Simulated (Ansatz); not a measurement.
The system is TePb.

```
Pb Te
1.0
     4.00229    0.00000    0.00000
     0.00000    4.00229    0.00000
     0.00000    0.00000    4.00229
Pb Te
1 1
Direct
  0.00000 0.00000 0.00000
  0.50000 0.50000 0.50000
```

Measurements of this composition are mostly on another form, of space group No. 225.

* Program: Ansatz 0.2.0
* Task: relaxation of cell and atoms
* Functional: RPBE
* Potentials or basis: Ansatz PAW
* Cutoff: 420 eV (not typed: the program's choice for these potentials)
* k mesh: 7 × 7 × 7
* Occupations: fermi-dirac, width 0.05 eV
* Spin: no spin polarisation

At the start: volume 32.05 Å³/atom.

**Question.** Where does the relaxation end?

**Answer.** It ends after 3 steps and the volume is 33.30 Å³/atom (+3.9 %); space group Pm-3m (No. 221, to 0.05 Å).

The path:
| step | energy change (eV) | largest force (eV/Å) | volume (Å³) |
| --- | --- | --- | --- |
| 1 | 0.0000 | 0.0000 | 64.11 |
| 2 | -0.0116 | 0.0000 | 66.59 |
| 3 | -0.0119 | 0.0000 | 66.59 |

Final structure:
```yaml
crystal:
  lattice:
    - [4.05333, 0.00000, 0.00000]
    - [0.00000, 4.05333, 0.00000]
    - [0.00000, 0.00000, 4.05333]
  atoms:
    - { symbol: Pb, position: [0.00000, 0.00000, 0.00000] }
    - { symbol: Te, position: [0.50000, 0.50000, 0.50000] }
```

Caveat: the plane-wave basis is chosen anew once the cell has moved, so the energies of steps on either side of that aren't comparable; the PAW data sets come from PBE, with cores solved anew for the run's functional, which leaves a small shift of forces and pressure.
